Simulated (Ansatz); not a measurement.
Runs of Ansatz 0.2.0 on SnSe2. It takes space group P-3m1 (No. 164, trigonal). The conventional cell has a = 3.811 Å, b = 3.811 Å, c = 6.136 Å, α = 90.00°, β = 90.00°, γ = 120.00°. Around Sn (site symmetry -3m) lie 6 Se at 2.68 Å. Around Se (site symmetry 3m) lie 3 Sn at 2.68 Å. 

```tsv
task	level	spin	k mesh	cutoff (eV)	share of exact exchange	points for each segment of the path	gap on the mesh (eV)	pressure (GPa)	largest force (eV/Å)
single point	HSE06 form with a typed share of exact exchange	off	5 × 5 × 3	420	0	-	0.80	(d)	0.74
single point	HSE06 form with a typed share of exact exchange	off	5 × 5 × 3	420	0.1	-	1.08	4.5	0.57
single point	HSE06 form with a typed share of exact exchange	off	5 × 5 × 3	420	0.5	-	2.35	0.2	(a)
band structure	r2SCAN	SOC, no magnetisation	8 × 8 × 5	500	-	14	(b)	3.6	0.52
single point	HSE06	off	5 × 5 × 3	420	0.25	-	(c)	2.9	0.30
```

Alike in all rows: potentials or basis Ansatz PAW; cell as given; smearing fermi-dirac 0.05 eV.

**Question.** Fill in the values left out.

**Answer.** (a) 0.11; (b) 1.05; (c) 1.53; (d) 5.7.

Caveats: odd divisions of the mesh miss points on the zone boundary, where band edges often lie, so the gap on the mesh can be too wide (some runs); spin-orbit coupling is left out, which moves the levels of the heavy elements (some runs); the PAW data sets come from PBE, with cores solved anew for the run's functional, which leaves a small shift of forces and pressure (some runs); the thresholds are loose for stress (some runs); the PAW data sets were made with another functional, which shifts forces and pressure a little (some runs); this functional lacks dispersion, which binds the layers, so the pressure and a relaxed spacing across them are unreliable (some runs).

A k mesh can miss the band edges, and rows without SOC leave out spin-orbit coupling on Se, Sn.
